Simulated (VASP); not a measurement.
# RbBr (Fm-3m) in VASP: a series of runs

Runs on RbBr. Level: PBE. Tasks: relaxation of cell and atoms, relaxation of the atoms.

All numbers are computed with VASP 6.6.1; they aren't measurements. Logs are shortened: lines on timing, memory, paths and dates and some standing lists are left out, and cuts for length are marked.

**1. The structure**

It takes space group Fm-3m (No. 225, cubic). The conventional cell has a = 7.045 Å, b = 7.045 Å, c = 7.045 Å, α = 90.00°, β = 90.00°, γ = 90.00°. Rb (site symmetry m-3m) has 6 Br at 3.52 Å as nearest neighbours. Br (site symmetry m-3m) is surrounded by 6 Rb at 3.52 Å.

**2. Relaxation of cell and atoms, PBE**

File INCAR:

```
PREC = Accurate ; ENCUT = 300
EDIFF = 1E-7 ; ISMEAR = 0
SIGMA = 0.03 ; LREAL = False
LASPH = True ; NELM = 80
ALGO = Normal ; ISIF = 3
LWAVE = False ; LCHARG = False
GGA = PE ; IBRION = 2
NSW = 90 ; EDIFFG = -0.005
```

File KPOINTS:

```
Automatic mesh
0
Gamma
  4 4 4
```

File POSCAR:

```
RbBr                                    
1.0
   -0.0000000000      3.5222986702      3.5222986702
    3.5222986702     -0.0000000000      3.5222986702
    3.5222986702      3.5222986702      0.0000000000
  Rb              Br            
     1     1
Direct
     0.0000000000000000    0.0000000000000000    0.0000000000000000
     0.5000000000000000    0.5000000000000000    0.5000000000000000
```

Potentials or basis: VASP PAW PBE potentials, release 64 (Rb_pv, Br).

Launch:

```
$ cat potpaw_PBE.64/Rb_pv/POTCAR potpaw_PBE.64/Br/POTCAR > POTCAR
$ mpirun -np 1 vasp_std > vasp.out
```

OUTCAR:

```text
PREC = Accurate
   ENCUT = 300
   EDIFF = 1E-7
   ISMEAR = 0
   LREAL = False
   LASPH = True
   NELM = 80
   ISIF = 3
   GGA = PE
   IBRION = 2
   NSW = 90
   EDIFFG = -0.005

 ion  position               nearest neighbor table
   1  0.000  0.000  0.000-   2 3.52   2 3.52   2 3.52   2 3.52   2 3.52   2 3.52
   2  0.500  0.500  0.500-   1 3.52   1 3.52   1 3.52   1 3.52   1 3.52   1 3.52

  LATTYP: Found a face centered cubic cell.
 ALAT       =     7.0445973404

  Lattice vectors:

 A1 = (   0.0000000000,   3.5222986702,   3.5222986702)
 A2 = (   3.5222986702,   0.0000000000,   3.5222986702)
 A3 = (   3.5222986702,   3.5222986702,   0.0000000000)

Analysis of symmetry for initial positions (statically):
=====================================================================
 Subroutine PRICEL returns:
 Original cell was already a primitive cell.

 Routine SETGRP: Setting up the symmetry group for a
 face centered cubic supercell.

 Subroutine GETGRP returns: Found 48 space group operations
 (whereof 48 operations were pure point group operations)
 out of a pool of 48 trial point group operations.

The static configuration has the point symmetry O_h .

Analysis of symmetry for dynamics (positions and initial velocities):
=====================================================================
 Subroutine PRICEL returns:
 Original cell was already a primitive cell.

 Routine SETGRP: Setting up the symmetry group for a
 face centered cubic supercell.

 Subroutine GETGRP returns: Found 48 space group operations
 (whereof 48 operations were pure point group operations)
 out of a pool of 48 trial point group operations.

The dynamic configuration has the point symmetry O_h .

 Subroutine INISYM returns: Found 48 space group operations
 (whereof 48 operations are pure point group operations),
 and found     1 'primitive' translations

----------------------------------------------------------------------------------------

                                     Primitive cell

  volume of cell :      87.3994

  direct lattice vectors                    reciprocal lattice vectors
     0.000000000  3.522298670  3.522298670    -0.141952755  0.141952755  0.141952755
     3.522298670  0.000000000  3.522298670     0.141952755 -0.141952755  0.141952755
     3.522298670  3.522298670  0.000000000     0.141952755  0.141952755 -0.141952755

  length of vectors
     4.981282550  4.981282550  4.981282550     0.245869384  0.245869384  0.245869384

  position of ions in fractional coordinates (direct lattice)
[... 73 lines left out ...]
   NELECT =      14.0000    total number of electrons
   NUPDOWN=      -1.0000    fix difference up-down
   EMIN   =  10.00;   EMAX   =-10.00  energy-range for DOS
   EFERMI =   0.00;   METHOD = LEGACY
   ISMEAR =     0;   SIGMA  =   0.03  broadening in eV -4-tet -1-fermi 0-gaus
   EFERMI_NEDOS =   21; number of points for ismear=-14 and -15
   IALGO  =     38    algorithm
   IMIX   =      4    mixing-type and parameters
     AMIX     =   0.40;   BMIX     =  1.00
     AMIX_MAG =   1.60;   BMIX_MAG =  1.00
  volume/ion in A,a.u.               =      43.70       294.90
  Fermi-wavevector in a.u.,A,eV,Ry     =   0.889095  1.680145 10.755260  0.790489
  Thomas-Fermi vector in A             =   2.010610
   LORBIT       =      0    0 simple, 1 ext, 2 COOP (PROOUT), +10 PAW based schemes
   GGA     = PE    functional components
   LHFCALC =     F    Hartree Fock is set to
   AEXX    =    0.0000 exact exchange contribution
   IVDW    =     0    specifies the selected vdW correction
   LEPSILON=     F    determine dielectric tensor
   LRPA    =     F    only Hartree local field effects (RPA)
 conjugate gradient relaxation of ions
 non-spin polarized calculation
 Gauss-broadening in eV      SIGMA  =   0.03
  energy-cutoff  :      300.00
  volume of cell :       87.40
 maximum number of plane-waves:      1056
   NGX = 13   NGY = 13   NGZ = 13

 number of electron      14.0000000 magnetization

 Free energy of the ion-electron system (eV)
  ---------------------------------------------------
  ext. energy  EPLUGINS =         0.00000000
  ---------------------------------------------------
  free energy    TOTEN  =        -6.07922549 eV

  energy without entropy =       -6.07922549  energy(sigma->0) =       -6.07922549

 E-fermi :  -2.9858     XC(G=0):  -6.8832

 val. band max:       -3.1844937970   @ k =   0.0000   0.0000   0.0000
 cond. band min:       0.9647230677   @ k =   0.0000   0.0000   0.0000
 fundamental gap:      4.1492168647
 Fermi energy:        -2.9858036223

 k-point     1 :       0.0000    0.0000    0.0000
  band No.  band energies     occupation
      1     -15.3018      2.00000
      2     -11.8623      2.00000
      3     -11.8623      2.00000
      4     -11.8623      2.00000
      5      -3.1845      2.00000
      6      -3.1845      2.00000
      7      -3.1845      2.00000
      8       0.9647      0.00000
      9       4.0508      0.00000
     10       4.0508      0.00000
     11       4.0508      0.00000
[... 85 lines left out ...]
 k-point     8 :      -0.2500    0.5000    0.2500
  band No.  band energies     occupation
      1     -15.2713      2.00000
      2     -11.9533      2.00000
      3     -11.9533      2.00000
      4     -11.8520      2.00000
      5      -3.6043      2.00000
      6      -3.5145      2.00000
      7      -3.5145      2.00000
      8       3.8005      0.00000
      9       3.8005      0.00000
     10       4.7213      0.00000
     11       5.0886      0.00000

------------------------ aborting loop because EDIFF is reached ----------------------------------------

  FORCE on cell =-STRESS in cart. coord.  units (eV):
  Direction    XX          YY          ZZ          XY          YZ          ZX
  --------------------------------------------------------------------------------------
  -------------------------------------------------------------------------------------
  Total        0.0020093      0.0020093      0.0020093     -0.0000000     -0.0000000      0.0000000
  in kB        0.0368331      0.0368331      0.0368331     -0.0000000     -0.0000000      0.0000000
  external PRESSURE =       0.0368331 kB  Pullay stress =       0.0000000 kB

 VOLUME and BASIS-vectors are now :
 -----------------------------------------------------------------------------
  energy-cutoff  :      300.00
  volume of cell :       87.40
      direct lattice vectors                 reciprocal lattice vectors
     0.000000000  3.522298670  3.522298670    -0.141952755  0.141952755  0.141952755
     3.522298670  0.000000000  3.522298670     0.141952755 -0.141952755  0.141952755
     3.522298670  3.522298670  0.000000000     0.141952755  0.141952755 -0.141952755

 POSITION                                       TOTAL-FORCE (eV/Angst)
 -----------------------------------------------------------------------------------
      0.00000      0.00000      0.00000         0.000000      0.000000      0.000000
      3.52230      3.52230      3.52230         0.000000      0.000000     -0.000000
 -----------------------------------------------------------------------------------
    total drift:                                0.000000      0.000000      0.000000

  FREE ENERGIE OF THE ION-ELECTRON SYSTEM (eV)
  ---------------------------------------------------
  free  energy   TOTEN  =        -6.0792254897 eV

  energy  without entropy=       -6.0792254897  energy(sigma->0) =       -6.07922549

 reached required accuracy - stopping structural energy minimisation
```

OSZICAR:

```text
N       E                     dE             d eps       ncg     rms          rms(c)
DAV:   1     0.529440457835E+02    0.52944E+02   -0.41998E+03   176   0.659E+02
DAV:   2    -0.282628159016E+01   -0.55770E+02   -0.54476E+02   270   0.148E+02
DAV:   3    -0.628970664181E+01   -0.34634E+01   -0.34540E+01   215   0.347E+01
DAV:   4    -0.632122666517E+01   -0.31520E-01   -0.31518E-01   194   0.392E+00
DAV:   5    -0.632151299787E+01   -0.28633E-03   -0.28632E-03   215   0.382E-01    0.276E+00
DAV:   6    -0.608500825254E+01    0.23650E+00   -0.44420E-01   185   0.321E+00    0.205E+00
DAV:   7    -0.606529895769E+01    0.19709E-01   -0.17712E-01   191   0.214E+00    0.110E+00
DAV:   8    -0.607788375092E+01   -0.12585E-01   -0.13517E-02   179   0.881E-01    0.116E-01
DAV:   9    -0.607871046635E+01   -0.82672E-03   -0.87347E-04   209   0.190E-01    0.819E-02
DAV:  10    -0.607922130566E+01   -0.51084E-03   -0.58880E-04   179   0.164E-01    0.269E-02
DAV:  11    -0.607921929423E+01    0.20114E-05   -0.27968E-05   215   0.285E-02    0.632E-03
DAV:  12    -0.607922484601E+01   -0.55518E-05   -0.71686E-06   182   0.180E-02    0.110E-03
DAV:  13    -0.607922534569E+01   -0.49968E-06   -0.64422E-07   203   0.547E-03    0.669E-04
DAV:  14    -0.607922551382E+01   -0.16813E-06   -0.43631E-08   209   0.160E-03    0.221E-04
DAV:  15    -0.607922548974E+01    0.24083E-07   -0.28551E-09   115   0.331E-04
   1 F= -.60792255E+01 E0= -.60792255E+01  d E =-.607923E+01
```

Run time: 5.9 s. Hardware: 1 thread of Intel Xeon Platinum 8375C at 2.90GHz (Ice Lake), shared host; peak memory 0.15 GiB.

Results:

```yaml
Free_energy: -6.0792 eV
Pressure_after_relaxing: 0.0 GPa
Band_gap_on_the_k_mesh: 4.15 eV, direct
```

Final structure:
```cif
data_structure
_symmetry_space_group_name_H-M 'P 1'
_symmetry_Int_Tables_number 1
_cell_length_a 4.9813
_cell_length_b 4.9813
_cell_length_c 4.9813
_cell_angle_alpha 60.000
_cell_angle_beta 60.000
_cell_angle_gamma 60.000
_cell_volume 87.40
loop_
_atom_site_label
_atom_site_type_symbol
_atom_site_fract_x
_atom_site_fract_y
_atom_site_fract_z
_atom_site_occupancy
Rb1 Rb 0.00000 0.00000 0.00000 1
Br1 Br 0.50000 0.50000 0.50000 1
```

Levels at points of the mesh, in eV from the valence-band top:
| k point | band 4 | band 5 | band 6 | band 7 | band 8 | band 9 | band 10 | band 11 |
| --- | --- | --- | --- | --- | --- | --- | --- | --- |
| (0.00, 0.00, 0.00) | -8.68 | 0.00 | 0.00 | 0.00 | 4.15 | 7.24 | 7.24 | 7.24 |
| (0.50, 0.00, 0.00) | -8.65 | -0.87 | -0.29 | -0.29 | 6.60 | 7.41 | 9.23 | 9.23 |
| (0.50, 0.50, 0.00) | -8.73 | -0.45 | -0.16 | -0.16 | 5.67 | 6.81 | 8.79 | 9.04 |

Caveat: the relaxation stopped at its first step, so nothing moved.

**3. Relaxation of the atoms, PBE (a relaxed cell with its volume scaled by 0.94)**

File INCAR:

```
PREC = Accurate ; ENCUT = 300
EDIFF = 1E-7 ; ISMEAR = 0
SIGMA = 0.03 ; LREAL = False
LASPH = True ; NELM = 80
ALGO = Normal ; ISIF = 2
LWAVE = False ; LCHARG = False
GGA = PE ; IBRION = 2
NSW = 40 ; EDIFFG = -0.01
```

KPOINTS is that of step 2.

File POSCAR:

```
RbBr                                    
1.0
    0.0000000000      3.4503948481      3.4503948481
    3.4503948481      0.0000000000      3.4503948481
    3.4503948481      3.4503948481      0.0000000000
  Rb              Br            
     1     1
Direct
     0.0000000000000000    0.0000000000000000    0.0000000000000000
     0.5000000000000000    0.5000000000000000    0.5000000000000000
```

Potentials or basis: VASP PAW PBE potentials, release 64 (Rb_pv, Br).

Launch:

```
$ cat potpaw_PBE.64/Rb_pv/POTCAR potpaw_PBE.64/Br/POTCAR > POTCAR
$ mpirun -np 1 vasp_std > vasp.out
```

Run time: 5.9 s. Hardware: 1 thread of Intel Xeon Platinum 8375C at 2.90GHz (Ice Lake), shared host; peak memory 0.15 GiB.

The run converged. Its results:

```yaml
Free_energy: -6.0657 eV
Pressure_after_relaxing: 0.9 GPa
Band_gap_on_the_k_mesh: 4.30 eV, direct
```

Final structure:
```cif
data_structure
_symmetry_space_group_name_H-M 'P 1'
_symmetry_Int_Tables_number 1
_cell_length_a 4.8796
_cell_length_b 4.8796
_cell_length_c 4.8796
_cell_angle_alpha 60.000
_cell_angle_beta 60.000
_cell_angle_gamma 60.000
_cell_volume 82.16
loop_
_atom_site_label
_atom_site_type_symbol
_atom_site_fract_x
_atom_site_fract_y
_atom_site_fract_z
_atom_site_occupancy
Rb1 Rb 0.00000 0.00000 0.00000 1
Br1 Br 0.50000 0.50000 0.50000 1
```

Levels at points of the mesh, in eV from the valence-band top:
```tsv
k point	band 4	band 5	band 6	band 7	band 8	band 9	band 10	band 11
(0.00, 0.00, 0.00)	-8.54	0.00	0.00	0.00	4.30	7.26	7.26	7.26
(0.50, 0.00, 0.00)	-8.50	-0.97	-0.34	-0.34	6.76	7.63	9.43	9.43
(0.50, 0.50, 0.00)	-8.61	-0.48	-0.16	-0.16	5.62	7.04	9.11	9.16
```

Caveat: the relaxation stopped at its first step, so nothing moved.
